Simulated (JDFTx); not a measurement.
# MoS2 (R3m) in JDFTx: convergence with k mesh

Aim: find how far k mesh must go before the results for MoS2 settle, at BLYP. This setting moves, with any that are tied to it; all else stays.

Everything below comes from runs of JDFTx 1.7.0 (patched build). Logs are shortened: lines on timing, memory, paths and dates and some standing lists are left out, and cuts for length are marked. The log counts tension as positive stress, the text compression.

**1. Starting point**

Symmetry: R3m, No. 160, trigonal system. Conventional cell: a = 3.160 Å, b = 3.160 Å, c = 18.450 Å, α = 90.00°, β = 90.00°, γ = 120.00°. Around Mo (site symmetry 3m) lie 6 S at 2.39 Å. S (site symmetry 3m) has 3 Mo at 2.39 Å as nearest neighbours. S (site symmetry 3m) has 3 Mo at 2.39 Å as nearest neighbours.

Measurements of this composition are mostly on another form, of space group No. 194.

**2. With k mesh 2 × 2 × 2**

MoS2.in reads:

```
lattice \
    2.9857672769    -2.9857672769     0.0000000000 \
    1.7238335410     1.7238335410    -3.4476670820 \
   11.6218156664    11.6218156664    11.6218156664
coords-type Lattice
ion Mo     0.0000000000     0.0000000000     0.0000000000 1
ion S      0.4170000000     0.4170000000     0.4170000000 1
ion S      0.2500000000     0.2500000000     0.2500000000 1

ion-species pseudo/Mo.upf
ion-species pseudo/S.upf
elec-cutoff 40 320
elec-ex-corr gga-x-b88 gga-c-lyp
kpoint-folding 2 2 2
elec-smearing Fermi 0.0018374661
elec-n-bands 19
electronic-SCF nIterations 100 energyDiffThreshold 1e-09
electronic-minimize nIterations 30 energyDiffThreshold 1e-7
converge-empty-states yes
forces-output-coords Cartesian

dump-name run.$VAR
dump End Ecomponents EigStats BandEigs Kpoints Forces Stress
```

Potentials or basis: PseudoDojo-SR-PBE-0.5-stringent.

On the command line:

```console
$ jdftx -c 1 -i MoS2.in -o MoS2.out
```

Wall time 33 s (1 thread of AMD EPYC 9R45 (Zen 5), shared host); peak memory 0.4 GiB.

What came out:

```
Free energy            : -2417.4797 eV
Pressure               : 16.1 GPa
Largest force          : 1.426 eV/Å
Band gap on the k mesh : 1.24 eV, indirect (least direct gap 2.05 eV)
```

**3. With k mesh 3 × 3 × 3**

MoS2.in, as its differences from that of step 2:

```diff
@@ -13,3 +13,3 @@
 elec-ex-corr gga-x-b88 gga-c-lyp
-kpoint-folding 2 2 2
+kpoint-folding 3 3 3
 elec-smearing Fermi 0.0018374661
```

Potentials or basis: PseudoDojo-SR-PBE-0.5-stringent.

On the command line:

```console
$ jdftx -c 1 -i MoS2.in -o MoS2.out
```

Wall time 42 s (1 thread of AMD EPYC 9R45 (Zen 5), shared host); peak memory 0.4 GiB.

What came out:

```
Free energy            : -2418.3669 eV
Pressure               : 13.3 GPa
Largest force          : 0.782 eV/Å
Band gap on the k mesh : 1.10 eV, indirect (least direct gap 1.68 eV)
```

**4. With k mesh 4 × 4 × 4**

MoS2.in, as its differences from that of step 3:

```diff
@@ -13,3 +13,3 @@
 elec-ex-corr gga-x-b88 gga-c-lyp
-kpoint-folding 3 3 3
+kpoint-folding 4 4 4
 elec-smearing Fermi 0.0018374661
```

On the command line:

```console
$ jdftx -c 1 -i MoS2.in -o MoS2.out
```

Run time: 77 s. Hardware: 1 thread of AMD EPYC 9R45 (Zen 5), shared host; peak memory 0.41 GiB.

What came out:

```yaml
Free_energy: -2418.4079 eV
Pressure: 13.0 GPa
Largest_force: 0.971 eV/Å
Band_gap_on_the_k_mesh: 1.21 eV, indirect (least direct gap 2.12 eV)
```

**5. With k mesh 5 × 5 × 5**

MoS2.in, as its differences from that of step 4:

```diff
@@ -13,3 +13,3 @@
 elec-ex-corr gga-x-b88 gga-c-lyp
-kpoint-folding 4 4 4
+kpoint-folding 5 5 5
 elec-smearing Fermi 0.0018374661
```

On the command line:

```console
$ jdftx -c 1 -i MoS2.in -o MoS2.out
```

Run time: 1.8 min. Hardware: 1 thread of AMD EPYC 9R45 (Zen 5), shared host; peak memory 0.44 GiB.

What came out:

```yaml
Free_energy: -2418.3520 eV
Pressure: 13.5 GPa
Largest_force: 1.004 eV/Å
Band_gap_on_the_k_mesh: 1.01 eV, indirect (least direct gap 2.16 eV)
```

**6. With k mesh 6 × 6 × 6**

MoS2.in, as its differences from that of step 5:

```diff
@@ -13,3 +13,3 @@
 elec-ex-corr gga-x-b88 gga-c-lyp
-kpoint-folding 5 5 5
+kpoint-folding 6 6 6
 elec-smearing Fermi 0.0018374661
```

Potentials or basis: PseudoDojo-SR-PBE-0.5-stringent.

On the command line:

```console
$ jdftx -c 1 -i MoS2.in -o MoS2.out
```

Wall time 2.9 min (1 thread of AMD EPYC 9R45 (Zen 5), shared host); peak memory 0.45 GiB.

It converged, with:

```yaml
Free_energy: -2418.3525 eV
Pressure: 13.4 GPa
Largest_force: 1.004 eV/Å
Band_gap_on_the_k_mesh: 0.92 eV, indirect (least direct gap 1.70 eV)
```

**7. With k mesh 8 × 8 × 8**

MoS2.in, as its differences from that of step 6:

```diff
@@ -13,3 +13,3 @@
 elec-ex-corr gga-x-b88 gga-c-lyp
-kpoint-folding 6 6 6
+kpoint-folding 8 8 8
 elec-smearing Fermi 0.0018374661
```

On the command line:

```console
$ jdftx -c 1 -i MoS2.in -o MoS2.out
```

It took 5.6 min on 1 thread of AMD EPYC 9R45 (Zen 5), shared host; peak memory 0.48 GiB.

Results (log left out):

```yaml
Free_energy: -2418.3526 eV
Pressure: 13.5 GPa
Largest_force: 0.999 eV/Å
Band_gap_on_the_k_mesh: 1.04 eV, indirect (least direct gap 2.00 eV)
```

**8. With k mesh 10 × 10 × 10**

MoS2.in, as its differences from that of step 7:

```diff
@@ -13,3 +13,3 @@
 elec-ex-corr gga-x-b88 gga-c-lyp
-kpoint-folding 8 8 8
+kpoint-folding 10 10 10
 elec-smearing Fermi 0.0018374661
```

On the command line:

```console
$ jdftx -c 1 -i MoS2.in -o MoS2.out
```

It took 9.9 min on 1 thread of AMD EPYC 9R45 (Zen 5), shared host; peak memory 0.69 GiB.

Results (log left out):

| Property | Result |
| --- | --- |
| Free energy | -2418.3529 eV |
| Pressure | 13.5 GPa |
| Largest force | 0.999 eV/Å |
| Band gap on the k mesh | 0.97 eV, indirect (least direct gap 1.94 eV) |

**9. With k mesh 12 × 12 × 12**

MoS2.in, as its differences from that of step 8:

```diff
@@ -13,3 +13,3 @@
 elec-ex-corr gga-x-b88 gga-c-lyp
-kpoint-folding 10 10 10
+kpoint-folding 12 12 12
 elec-smearing Fermi 0.0018374661
```

Potentials or basis: PseudoDojo-SR-PBE-0.5-stringent.

On the command line:

```console
$ jdftx -c 1 -i MoS2.in -o MoS2.out
```

What it wrote:

```text
*************** JDFTx 1.7.0 (patched build) ***************

Input parsed successfully to the following command list (including defaults):
[... the input with its defaults ...]

---------- Setting up symmetries ----------

Non-trivial transmission matrix:
[   1   0   0  ]
[  -1   1   0  ]
[   0  -1   1  ]
with reduced lattice vectors:
[      5.971535     -2.985767      0.000000  ]
[      0.000000      5.171501     -3.447667  ]
[      0.000000      0.000000     11.621816  ]

Found 12 point-group symmetries of the bravais lattice
Found 6 space-group symmetries with basis
Applied RMS atom displacement 0 bohrs to make symmetries exact.

---------- Initializing the Grid ----------
R =
[      2.98577     -2.98577            0  ]
[      1.72383      1.72383     -3.44767  ]
[      11.6218      11.6218      11.6218  ]
unit cell volume = 358.903
G =
[    1.05219   0.607482   0.180212  ]
[   -1.05219   0.607482   0.180212  ]
[ 1.4987e-17   -1.21496   0.180212  ]
Minimum fftbox size, Smin = [  100  100  100  ]
Chosen fftbox size, S = [  100  100  100  ]

---------- Initializing tighter grid for wavefunction operations ----------
R =
[      2.98577     -2.98577            0  ]
[      1.72383      1.72383     -3.44767  ]
[      11.6218      11.6218      11.6218  ]
unit cell volume = 358.903
G =
[    1.05219   0.607482   0.180212  ]
[   -1.05219   0.607482   0.180212  ]
[ 1.4987e-17   -1.21496   0.180212  ]
Minimum fftbox size, Smin = [  72  72  72  ]
Chosen fftbox size, S = [  72  72  72  ]

---------- Exchange Correlation functional ----------
Initialized LibXC exchange functional 'Becke 88'
Initialized LibXC correlation functional 'Lee, Yang & Parr'

---------- Setting up pseudopotentials ----------
Width of ionic core gaussian charges (only for fluid interactions / plotting) set to 0

Reading pseudopotential file 'pseudo/Mo.upf':
  'Mo' pseudopotential, 'PBE' functional
  Generated using ONCVPSP code by D. R. Hamann
  14 valence electrons, 4 orbitals, 6 projectors, 1001 radial grid points, with lMax = 2
    4S    l: 0   occupation:  2.0   eigenvalue: -2.364714
    4P    l: 1   occupation:  6.0   eigenvalue: -1.414320
    4D    l: 2   occupation:  5.0   eigenvalue: -0.137921
    5S    l: 0   occupation:  1.0   eigenvalue: -0.150182
  Core radius for overlap checks: 1.35 bohrs.

Reading pseudopotential file 'pseudo/S.upf':
  'S' pseudopotential, 'PBE' functional
  Generated using ONCVPSP code by D. R. Hamann
  6 valence electrons, 2 orbitals, 6 projectors, 1001 radial grid points, with lMax = 2
    3S    l: 0   occupation:  2.0   eigenvalue: -0.634163
    3P    l: 1   occupation:  4.0   eigenvalue: -0.257567
  Core radius for overlap checks: 1.43 bohrs.

Initialized 2 species with 3 total atoms.

Folded 1 k-points by 12x12x12 to 1728 k-points.

---------- Setting up k-points, bands, fillings ----------
Adding inversion symmetry to k-mesh for non-inversion-symmetric unit cell.
Reduced to 189 k-points under symmetry.
Computing the number of bands and number of electrons
Calculating initial fillings.
nElectrons:  26.000000   nBands: 19   nStates: 189

----- Setting up reduced wavefunction bases (one per k-point) -----
average nbasis = 4336.431 , ideal nbasis = 4336.711

---------- Setting up ewald sum ----------
Optimum gaussian width for ewald sums = 2.615953 bohr.
Real space sum over 2197 unit cells with max indices [  6  6  6  ]
Reciprocal space sum over 4913 terms with max indices [  8  8  8  ]

---------- Allocating electronic variables ----------
Initializing wave functions:  linear combination of atomic orbitals
Note: number of bands (19) exceeds available atomic orbitals (18)
Mo pseudo-atom occupations:   s ( 2 2 )  p ( 6 )  d ( 4 )
S pseudo-atom occupations:   s ( 2 )  p ( 4 )
	FillingsUpdate:  mu: +0.697741840  nElectrons: 26.000000
LCAOMinimize: Iter:   0  F: -88.4371369283298492  |grad|_K:  8.481e-03  alpha:  1.000e+00
LCAOMinimize: 	Step increased F by 1.226218e-01, reducing alpha to 3.935137e-02.
	FillingsUpdate:  mu: +0.608388964  nElectrons: 26.000000
LCAOMinimize: Iter:   1  F: -88.5822471503088877  |grad|_K:  5.345e-03  alpha:  3.935e-02  linmin: -4.303e-01  cgtest:  1.101e+00
[... 16 lines of inner loops ...]
LCAOMinimize: Iter:   7  F: -88.7173518250751272  |grad|_K:  1.177e-06  alpha:  2.740e-01  linmin:  2.229e-04  cgtest: -2.390e-03
	FillingsUpdate:  mu: +0.443530233  nElectrons: 26.000000
LCAOMinimize: Iter:   8  F: -88.7173518511425385  |grad|_K:  7.457e-07  alpha:  5.514e-01  linmin:  2.413e-05  cgtest:  7.374e-04
LCAOMinimize: Converged (|Delta F|<1.000000e-06 for 2 iters).

-------- Electronic minimization -----------
Will mix electronic density at each iteration.
	FillingsUpdate:  mu: +0.443530233  nElectrons: 26.000000
	FillingsUpdate:  mu: +0.432661275  nElectrons: 26.000000
SCF: Cycle:  0   F: -88.793745575733894   dF: -7.639e-02   |Residual|: 1.462e-01   |deigs|: 8.553e-02
	FillingsUpdate:  mu: +0.439012380  nElectrons: 26.000000
SCF: Cycle:  1   F: -88.857979857951761   dF: -6.423e-02   |Residual|: 7.588e-02   |deigs|: 8.535e-03
	FillingsUpdate:  mu: +0.436190713  nElectrons: 26.000000
SCF: Cycle:  2   F: -88.870043144329813   dF: -1.206e-02   |Residual|: 2.839e-02   |deigs|: 7.413e-03
	FillingsUpdate:  mu: +0.440203246  nElectrons: 26.000000
SCF: Cycle:  3   F: -88.872754680469626   dF: -2.712e-03   |Residual|: 1.528e-02   |deigs|: 4.260e-03
	FillingsUpdate:  mu: +0.441309368  nElectrons: 26.000000
SCF: Cycle:  4   F: -88.872568865727970   dF: +1.858e-04   |Residual|: 8.298e-03   |deigs|: 9.376e-04
	FillingsUpdate:  mu: +0.441613107  nElectrons: 26.000000
SCF: Cycle:  5   F: -88.872822276307957   dF: -2.534e-04   |Residual|: 1.612e-03   |deigs|: 6.492e-04
	FillingsUpdate:  mu: +0.441575232  nElectrons: 26.000000
SCF: Cycle:  6   F: -88.872825818608945   dF: -3.542e-06   |Residual|: 8.501e-04   |deigs|: 1.393e-04
	FillingsUpdate:  mu: +0.441679378  nElectrons: 26.000000
SCF: Cycle:  7   F: -88.872826777105757   dF: -9.585e-07   |Residual|: 1.984e-04   |deigs|: 1.153e-04
	FillingsUpdate:  mu: +0.441713043  nElectrons: 26.000000
SCF: Cycle:  8   F: -88.872827004409118   dF: -2.273e-07   |Residual|: 7.415e-05   |deigs|: 6.478e-05
	FillingsUpdate:  mu: +0.441708667  nElectrons: 26.000000
SCF: Cycle:  9   F: -88.872827101274993   dF: -9.687e-08   |Residual|: 7.442e-05   |deigs|: 5.320e-05
	FillingsUpdate:  mu: +0.441706242  nElectrons: 26.000000
SCF: Cycle: 10   F: -88.872827131139388   dF: -2.986e-08   |Residual|: 7.932e-05   |deigs|: 4.694e-05
	FillingsUpdate:  mu: +0.441699100  nElectrons: 26.000000
SCF: Cycle: 11   F: -88.872827159829470   dF: -2.869e-08   |Residual|: 2.901e-05   |deigs|: 8.598e-05
	FillingsUpdate:  mu: +0.441702692  nElectrons: 26.000000
SCF: Cycle: 12   F: -88.872827166732634   dF: -6.903e-09   |Residual|: 8.290e-06   |deigs|: 4.883e-05
	FillingsUpdate:  mu: +0.441702242  nElectrons: 26.000000
SCF: Cycle: 13   F: -88.872827169208435   dF: -2.476e-09   |Residual|: 5.332e-06   |deigs|: 3.924e-05
	FillingsUpdate:  mu: +0.441702006  nElectrons: 26.000000
SCF: Cycle: 14   F: -88.872827170466294   dF: -1.258e-09   |Residual|: 1.953e-06   |deigs|: 4.552e-05
	FillingsUpdate:  mu: +0.441702114  nElectrons: 26.000000
SCF: Cycle: 15   F: -88.872827170941477   dF: -4.752e-10   |Residual|: 3.145e-06   |deigs|: 5.320e-05
	FillingsUpdate:  mu: +0.441701979  nElectrons: 26.000000
SCF: Cycle: 16   F: -88.872827171223562   dF: -2.821e-10   |Residual|: 1.872e-06   |deigs|: 6.308e-05
SCF: Converged (|Delta E|<1.000000e-09 for 2 iters).

Setting wave functions to eigenvectors of Hamiltonian
Converging empty states (this may take a while):
EmptyStates: None of the convergence criteria satisfied.
|deigs|: 5.075e-04

# Stress tensor in Cartesian coordinates [Eh/a0^3]:
[  -0.00045603            0            0  ]
[            0  -0.00045603            0  ]
[            0            0 -0.000459511  ]

# Ionic positions in lattice coordinates:
ion Mo   0.000000000000000   0.000000000000000   0.000000000000000 1
ion S   0.417000000000000   0.417000000000000   0.417000000000000 1
ion S   0.250000000000000   0.250000000000000   0.250000000000000 1

# Forces in Cartesian coordinates:
force Mo  -0.000000000000000   0.000000000000000   0.001645253549814 1
force S   0.000000000000002  -0.000000000000001   0.017777572013431 1
force S   0.000000000000000  -0.000000000000003  -0.019423317086917 1

# Energy components:
   Eewald =      -59.4751984970284440
       EH =       27.5869620327448217
     Eloc =      -85.6810592469221319
      Enl =       11.6685762191189166
      Exc =      -16.4442581076787206
 Exc_core =        3.2783103809851983
       KE =       30.1938400913644323
-------------------------------------
     Etot =      -88.8728271274159169
       TS =        0.0000000438076391
-------------------------------------
        F =      -88.8728271712235625

IonicMinimize: Iter:   0  F: -88.872827171223562  |grad|_K:  8.794e-03
IonicMinimize: None of the convergence criteria satisfied after 0 iterations.

#--- Lowdin population analysis ---
# oxidation-state Mo +0.299
# oxidation-state S -0.059 -0.054

Dumping 'run.eigStats' ...
	eMin: -1.837296 at state 183 ( [ +0.416667 +0.416667 +0.416667 ] spin 0 )
	HOMO: +0.427158 at state 188 ( [ +0.500000 +0.500000 +0.500000 ] spin 0 )
	mu  : +0.441701
	LUMO: +0.461036 at state 138 ( [ +0.166667 +0.500000 -0.166667 ] spin 0 )
	eMax: +0.763364 at state 186 ( [ +0.416667 +0.500000 +0.500000 ] spin 0 )
	HOMO-LUMO gap: +0.033878
	Optical gap  : +0.062681 at state 138 ( [ +0.166667 +0.500000 -0.166667 ] spin 0 )
WARNING: the last solve of the electrons (or of bands or displaced states from it) ended unconverged.
Done!
[note: mu as printed may lie anywhere between the filled and the empty levels]
```

It took 16 min on 1 thread of AMD EPYC 9R45 (Zen 5), shared host; peak memory 1 GiB.

Results:

```
Free energy            : -2418.3528 eV
Pressure               : 13.5 GPa
Largest force          : 0.999 eV/Å
Band gap on the k mesh : 0.92 eV, indirect (least direct gap 1.71 eV)
```

**10. The series at a glance**

| k mesh | energy less the tightest run, at zero smearing (meV/atom) | pressure (GPa) | largest force (eV/Å) | gap on the mesh (eV) | SCF cycles | CPU time (s) | peak memory (GiB) |
| --- | --- | --- | --- | --- | --- | --- | --- |
| 2 × 2 × 2 | 291.04 | 16.10 | 1.426 | 1.241 | 17 | 33 | 0.4 |
| 3 × 3 × 3 | -4.69 | 13.33 | 0.782 | 1.096 | 16 | 42 | 0.4 |
| 4 × 4 × 4 | -18.35 | 13.05 | 0.971 | 1.209 | 16 | 77 | 0.41 |
| 5 × 5 × 5 | 0.27 | 13.46 | 1.004 | 1.011 | 17 | 110 | 0.44 |
| 6 × 6 × 6 | 0.11 | 13.45 | 1.004 | 0.922 | 17 | 180 | 0.45 |
| 8 × 8 × 8 | 0.06 | 13.45 | 0.999 | 1.037 | 17 | 340 | 0.48 |
| 10 × 10 × 10 | -0.01 | 13.45 | 0.999 | 0.967 | 17 | 590 | 0.69 |
| 12 × 12 × 12 | 0.00 | 13.45 | 0.999 | 0.922 | 17 | 960 | 1 |

Against the tightest run, the energy stays within 1 meV/atom from 5 × 5 × 5 on; the pressure stays within 0.1 GPa from 5 × 5 × 5 on; the largest force stays within 0.005 eV/Å from 8 × 8 × 8 on. Not settled before the last step: the gap on the mesh (to 0.01 eV). Meshes of other sizes hit other points, so gaps and Fermi surfaces needn't settle smoothly. The tightest run that finished is the yardstick and may itself not be fully converged.

Caveats: the empty levels aren't tightly converged; the potentials were made for another functional, which shifts forces and pressure.
